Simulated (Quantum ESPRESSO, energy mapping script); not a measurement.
**MnS (Browneite): exchange against U, a fit and a prediction**

The largest fitted coupling of MnS (Browneite) was obtained at several values of U. Fit a simple law to all rows but one, and predict the row left out.

Program: Quantum ESPRESSO 7.5. Level of theory: PBE+U; plane waves, U on orthogonalised atomic orbitals unless named otherwise, collinear spin, no spin–orbit coupling. Results are calculated unless marked as measured.

## Step 1: The starting structure

Symmetry: F-43m, No. 216, cubic system. The conventional cell has a = 5.600 Å, b = 5.600 Å, c = 5.600 Å, α = 90.00°, β = 90.00°, γ = 90.00°. Nearest to Mn lie 4 S at 2.42 Å. S has 4 Mn at 2.42 Å nearest. Farther neighbours and most contacts between anions are not listed.

Structure file:

```cif
data_structure
_symmetry_space_group_name_H-M 'P 1'
_symmetry_Int_Tables_number 1
_cell_length_a 3.9598
_cell_length_b 3.9598
_cell_length_c 3.9598
_cell_angle_alpha 60.000
_cell_angle_beta 60.000
_cell_angle_gamma 60.000
_cell_volume 43.90
loop_
_atom_site_label
_atom_site_type_symbol
_atom_site_fract_x
_atom_site_fract_y
_atom_site_fract_z
_atom_site_occupancy
Mn1 Mn 0.00000 0.00000 0.00000 1
S2 S 0.25000 0.25000 0.25000 1
```

The potential files are GBRV's for PBE; pw.x takes the functional from them.

## Step 2: One run of the series

File pw.in:

```
&control
  calculation = 'scf'
  prefix = 'pw'
  outdir = './tmp/'
  pseudo_dir = './pseudo/'
  verbosity = 'low'
/
&system
  ibrav = 0
  nat = 4
  ntyp = 3
  ecutwfc = 45
  ecutrho = 360
  nbnd = 33
  occupations = 'smearing'
  smearing = 'fd'
  degauss = 0.00367493
  nspin = 2
  starting_magnetization(1) = 0.3000
  starting_magnetization(2) = -0.3000
/
&electrons
  conv_thr = 1.0e-08
  electron_maxstep = 120
  mixing_beta = 0.3
  mixing_mode = 'plain'
/
ATOMIC_SPECIES
  Mn1 54.9380 Mn.upf
  Mn2 54.9380 Mn.upf
  S 32.0600 S.upf
CELL_PARAMETERS angstrom
  0.00000000 -2.80000000 -2.80000000
  0.00000000 2.80000000 -2.80000000
  5.60000000 0.00000000 0.00000000
ATOMIC_POSITIONS crystal
  Mn1 0.50000000 0.50000000 0.50000000
  Mn2 0.00000000 0.00000000 0.00000000
  S 0.00000000 0.50000000 0.75000000
  S 0.50000000 0.00000000 0.25000000
K_POINTS automatic
  5 5 4 0 0 0
HUBBARD {ortho-atomic}
U Mn1-3d 3
U Mn2-3d 3
```

On the command line:

```bash
OMP_NUM_THREADS=1 mpirun -n 4 pw.x -nk 4 -in pw.in > pw.out
```

The program printed:

```text
Program PWSCF v.7.5 starts
[...]
unit-cell volume          =     592.5578 (a.u.)^3
     number of atoms/cell      =            4
[...]
number of electrons       =        42.00
     number of Kohn-Sham states=           33
     kinetic-energy cutoff     =      45.0000  Ry
     charge density cutoff     =     360.0000  Ry
     scf convergence threshold =      1.0E-08
[...]
xc contribution           =     -70.39616042 Ry
     ewald contribution        =    -253.43760863 Ry
     Hubbard energy            =       0.08446216 Ry
     total magnetization       =    -0.00 Bohr mag/cell
     absolute magnetization    =     9.55 Bohr mag/cell
     convergence has been achieved in  13 iterations
=------------------------------------------------------------------------------=
   JOB DONE.
=------------------------------------------------------------------------------=
[key lines of the parts left out:]
!    total energy              =    -470.69685817 Ry
the Fermi energy is     7.2651 ev
```

The job ended after 21 s (4 MPI ranks of Arm Neoverse V2, shared host; peak memory 0.62 GiB; 83 s of CPU time).

At each step 5 orders with opposed moments are measured from the parallel order and fitted to E = −Σ J e·e over ordered pairs of unit vectors. The series follows the Mn–Mn pairs, 3.96 Å apart in the run shown.

## Step 3: The series

| U (eV) | J (meV) | largest moment (μB) |
| --- | --- | --- |
| 3 | -8.27 | 4.33 |
| 4 | -6.47 | 4.36 |
| 5 | ? | ? |
| 6 | -3.99 | 4.42 |
| 7 | -3.14 | 4.44 |

Wanted: J at U = 5.

## Step 4: The fit

The simplest form of superexchange, t²/(U + Δ), with Δ an offset, makes 1/|J| a straight line in U. Fitted as straight lines, ln|J| holds these rows better than 1/|J|, so take it as an empirical form: ln|J| = a + b U.

| x | y | x − x̄ | y − ȳ | fit |
| --- | --- | --- | --- | --- |
| 3 | 2.113 | -2 | 0.486 | 2.111 |
| 4 | 1.867 | -1 | 0.240 | 1.869 |
| 6 | 1.384 | 1 | -0.243 | 1.385 |
| 7 | 1.144 | 2 | -0.483 | 1.143 |

With x̄ = 5 and ȳ = 1.627, least squares gives b = Σ(x − x̄)(y − ȳ)/Σ(x − x̄)² = -0.2420 and a = ȳ − b x̄ = 2.837. At x = 5 the line gives y = 1.627, so J = -5.09 meV.

## Step 5: What came out

```json
{"J predicted by the fit": "-5.09 meV", "J of the withheld step": "-5.08 meV"}
```

In words: The fit predicts -5.09 meV and the withheld step gave -5.08 meV, a miss of 0.01 meV. The line holds the rows used within 1 % of the largest J. J shrinks by a factor of 1.27 for each eV of U on average over this range. The series was picked because its coupling changes steadily; 2 further steps are left out of the fit, since the number of shells taken differs there or no usable fit came out; their first fits give -10.6 meV and -13.8 meV for this pair, which the law need not meet.

[Logs and program files are shortened in this print: banners, set-up blocks, solver, clock and traceback lines can be left out without a mark of their own.]

[Logs are printed without paths, hosts, clocks, repeated set-up lines and the standing remarks that a program may print on its own settings, such as how far it seeks lower states.]

[Hosts, paths, dates, database ids (printed as entryN), source tags and the programs' standing remarks are cut or masked in the printed files.]

[Where a cell is said to come from a database of computed structures, the database is the Materials Project.]
